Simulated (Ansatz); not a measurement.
## Si₃N₄ (P6_3/m) under several functionals

Plane-wave DFT in Ansatz with scalar-relativistic PAW potentials. The same structure was relaxed (cell and atoms, symmetry kept) in separate runs at each level. No spin polarisation.

Problem. How do the levels PBE, PBE+D3(BJ), PBEsol compare?

Solution.
| level | cutoff (eV) | k mesh | V (Å³/atom) | a (Å) | c (Å) | gap (eV) |
| --- | --- | --- | --- | --- | --- | --- |
| PBE+D3(BJ) | 420 | 6×6×8 | 10.453 | 7.619 | 2.911 | 4.33 |
| PBEsol | 420 | 6×6×8 | 10.465 | 7.624 | 2.910 | 4.20 |
| PBE | 420 | 6×6×8 | 10.632 | 7.664 | 2.926 | 4.27 |

The usual order of volumes, PBEsol < PBE, holds here (10.465, 10.632 Å³/atom). As a rule PBEsol, built on the gradient expansion of slowly varying densities, lies between LDA and PBE; PBE's stronger gradient term for exchange weakens bonds. Adding D3 to PBE changes the volume by -1.7 %; the term is attractive, so it pulls cells in. Each gap belongs to its own cell, so it mixes the functional's effect with that of the volume; gaps are the least found on the k mesh or on a band path.